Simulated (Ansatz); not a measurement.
SiC: relaxed-ion elastic tensor

Computed with DFT PBE, scalar-relativistic, plane waves, PAW (Ansatz). Settings: 420 eV plane-wave cutoff, Γ-centred 12×12×12 mesh, fixed occupations. No spin polarisation.

Relaxed structure:
```
Si C
1.0
     0.00000    2.18987    2.18987
     2.18987    0.00000    2.18987
     2.18987    2.18987    0.00000
Si C
1 1
Cartesian
  3.2848 3.2848 3.2848
  0.0000 0.0000 0.0000
```

The cell was relaxed from a distorted copy of a database structure.

Question: Give the relaxed-ion elastic constants (GPa, Voigt order xx yy zz yz xz xy, on the Cartesian axes of the cell above).

Answer:
C11 = 383.6, C12 = 127.5, C13 = 127.5, C22 = 383.6, C23 = 127.5, C33 = 383.6, C44 = 239.5, C55 = 239.5, C66 = 239.5 GPa; the others vanish.

Question: Is the crystal stable against homogeneous strain?

Answer: Yes: the least eigenvalue of the tensor is 239.5 GPa.

Question: And the moduli of a polycrystal (Hill averages)?

Answer: B = 213 GPa, G = 186 GPa, E = 433 GPa, ν = 0.16.
